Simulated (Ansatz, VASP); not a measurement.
# CdSe: VASP beside Ansatz

Contents of INCAR:

```
SYSTEM = CdSe
ALGO = Normal
EDIFF = 1E-7
ENCUT = 520
ISIF = 2
ISMEAR = -1
LASPH = .True.
LCHARG = .False.
LREAL = .False.
LWAVE = .False.
NBANDS = 16
NELM = 80
PREC = Accurate
SIGMA = 0.05
```

KPOINTS

```
k-points
0
Gamma
  8 8 8
  0 0 0
```

Contents of POSCAR:

```
CdSe
1.0
    0.0000000000      2.8152893338      2.8152893338
    2.8152893338      0.0000000000      2.8152893338
    2.8152893338      2.8152893338      0.0000000000
Cd Se
1 1
Direct
    0.0000000000      0.0000000000      0.0000000000
    0.5000000000      0.5000000000      0.5000000000
```

The input input.yaml:

```yaml
crystal:
  lattice:
    - [0.0, 2.8152893338, 2.8152893338]
    - [2.8152893338, 0.0, 2.8152893338]
    - [2.8152893338, 2.8152893338, 0.0]
  atoms:
    - { symbol: Cd, position: [0.0, 0.0, 0.0] }
    - { symbol: Se, position: [0.5, 0.5, 0.5] }
kpoints:
  mp_grid: { grid: [8, 8, 8] }
scf:
  occupations: { method: fermi_dirac, width: 0.05 }
hamiltonian:
  xc: lda
  pseudopotentials: { kind: all_electron, lapw: { basis_error: 0.001 } }
output:
  forces: true
  stress: true
  eigenvalues: true
```

Change from the starting cell: volume scaled by 0.94.

Alike in both runs: task single point; functional LDA; k mesh 8 × 8 × 8; occupations fermi-dirac, width 0.05 eV; no spin polarisation.

|  | VASP | Ansatz |
| --- | --- | --- |
| version | VASP 6.6.1 | Ansatz 0.2.0 |
| potentials or method | VASP PAW LDA potentials, release 64 (Cd, Se) | all-electron LAPW, scalar-relativistic |
| plane-wave cutoff (eV) | 520 | see its input |

VASP gave:

```
gap on the k mesh at the Fermi level (eV) : none
pressure (GPa)                            : -2.0
```

**Question.** Estimate Ansatz's values.

**Answer.** gap on the k mesh at the Fermi level (eV): none; pressure (GPa): -2.5.

A gap of «none» marks a metal or a gap that the smearing closes. Ansatz ran all-electron here, so the differences hold the error of VASP's frozen core and of both bases.
